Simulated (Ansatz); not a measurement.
Fe and the effect of the choice of potentials or basis

Symmetry: Im-3m, No. 229, cubic system. Conventional cell: a = 2.886 Å, b = 2.886 Å, c = 2.886 Å, α = 90.00°, β = 90.00°, γ = 90.00°. Fe (site symmetry m-3m) has 8 Fe at 2.50 Å as nearest neighbours.

Kept alike: task band structure; functional PBE; k mesh 13 × 13 × 13; occupations fermi-dirac, width 0.05 eV; collinear spin, ferromagnetic start. Program: Ansatz. Cutoffs run from 420 to 1605 eV. The mesh is that of the run's cell of 1 atom. No spin-orbit coupling.

```csv
choice of potentials or basis,pressure (GPa),moment of the cell (μB)
Ansatz NC,-9.54,2.26
Ansatz PAW,-9.55,2.25
Ansatz PAW (files of its older set among them),-9.73,2.24
JTH PAW,-10.11,2.26
PseudoDojo standard (PBE files),-4.91,2.46
PseudoDojo stringent (PBE files),-7.79,2.35
SPMS NC,-5.71,2.40
SSSP efficiency PAW,-9.12,2.24
```

Pressure is positive in compression, with a Pulay correction for the finite cutoff. For a metal such a mesh leaves the last digits unconverged. The runs hold the magnetic state that their start led to, which needn't be the lowest.

Question: What does the choice of potentials or basis change here?

Answer: The pressure runs from -10.11 (JTH PAW) to -4.91 GPa (PseudoDojo standard (PBE files)). The moment of the cell runs from 2.24 (Ansatz PAW (files of its older set among them); SSSP efficiency PAW) to 2.46 μB (PseudoDojo standard (PBE files)).
